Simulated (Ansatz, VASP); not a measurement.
FeO: VASP beside Ansatz

```
Fe O
1.0
     2.90291    0.00000    0.00000
    -1.45145    2.51399    0.00000
     0.00000    0.00000    2.83309
Fe O
1 1
Direct
  0.00000 0.00000 0.00000
  0.66667 0.33333 0.50000
```

The cell comes from a database or a generator and needn't be the stable form of this composition.

Alike in both runs: task single point; functional PBE; k mesh 10 × 10 × 9; occupations fermi-dirac, width 0.05 eV; collinear spin.

```csv
,VASP,Ansatz
version,VASP 6.6.1,Ansatz 0.2.0
potentials or method,"VASP PAW PBE potentials, release 64 (Fe, O)",Ansatz PAW
plane-wave cutoff (eV),520,420
valence electrons in the cell,14,22
```

Ansatz gave:

- gap on the k mesh at the Fermi level (eV): none
- pressure (GPa): -10.4
- largest component of the traceless stress (GPa): 3.30
- net moment per atom (μB): 2.00
- size of the moment on the site where the two differ most (μB): 3.47

**Question.** Estimate VASP's values.

**Answer.** gap on the k mesh at the Fermi level (eV): none; pressure (GPa): -10.4; largest component of the traceless stress (GPa): 3.60; net moment per atom (μB): 2.00; size of the moment on the site where the two differ most (μB): 3.58.

Site moments also hang on the region over which each program counts them. A gap of «none» marks a metal or a gap that the smearing closes. The two sets of potentials don't hold the same shells in valence.

Caveats: a cell with one magnetic atom can't hold antiferromagnetic order, which such compounds often take; semilocal functionals often make such compounds metallic where correlation or magnetic order opens a gap, which also shifts bond lengths; the pressure holds a Pulay correction of +0.6 GPa for the finite cutoff (Ansatz).
